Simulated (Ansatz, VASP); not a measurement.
Two plane-wave programs on InP

Contents of INCAR:

```
ALGO     = Fast           # electronic algorithm
CSHIFT   = 0.05         
EDIFF    = 1E-7           # SCF threshold, eV
ENCUT    = 520            # plane-wave cutoff, eV
GGA      = PE             # functional
ISIF     = 2              # what is computed and relaxed
ISMEAR   = 0              # smearing method
LASPH    = True           # aspherical terms in the spheres
LCHARG   = False          # write CHGCAR
LOPTICS  = True           # frequency-dependent dielectric function
LREAL    = False          # projectors in reciprocal space
LWAVE    = False          # write WAVECAR
NBANDS   = 57             # bands
NEDOS    = 2000           # points of the DOS
NELM     = 100            # most SCF steps
PREC     = Accurate       # precision mode
SIGMA    = 0.02           # smearing width, eV
```

Contents of KPOINTS:

```
k-points
0
Gamma
  8 8 8
```

File POSCAR:

```
InP
1.0
    0.0000000000      2.7688340000      2.7688340000
    2.7688340000      0.0000000000      2.7688340000
    2.7688340000      2.7688340000      0.0000000000
In P
1 1
Direct
    0.0000000000      0.0000000000      0.0000000000
    0.5000000000      0.5000000000      0.5000000000
```

File input.yaml:

```yaml
crystal:
  lattice:
    - [0.0, 2.768834, 2.768834]
    - [2.768834, 0.0, 2.768834]
    - [2.768834, 2.768834, 0.0]
  atoms:
    - { symbol: In, position: [0.0, 0.0, 0.0] }
    - { symbol: P, position: [0.5, 0.5, 0.5] }
hamiltonian:
  xc: pbe
  pseudopotentials: { kind: paw }
kpoints:
  mp_grid: { grid: [8, 8, 8] }
scf:
  occupations: { method: gaussian, width: 0.02 }
output:
  forces: true
  stress: true
  eigenvalues: true
```

Measurements of this composition are mostly on another form, of space group No. 216.

Alike in both runs: functional PBE; k mesh 8 × 8 × 8; occupations gaussian, width 0.02 eV; no spin polarisation.

|  | VASP | Ansatz |
| --- | --- | --- |
| version | VASP 6.6.1 | Ansatz 0.2.0 |
| potentials or method | VASP PAW PBE potentials, release 64 (In_d, P) | Ansatz PAW |
| plane-wave cutoff (eV) | 520 | 420 |
| valence electrons in the cell | 18 | 18 |
| task | optical spectrum | single point |

```tsv
	VASP	Ansatz	Ansatz less VASP
gap on the k mesh at the Fermi level (eV)	none	none	-
pressure (GPa)	-0.1	-0.1	+0.03
```

A gap of «none» marks a metal or a gap that the smearing closes.

Caveats: spectra need much finer meshes, so this one isn't converged (VASP); independent-particle spectra lack excitons (VASP); the intraband (Drude) part of a metal's response may be missing (VASP).
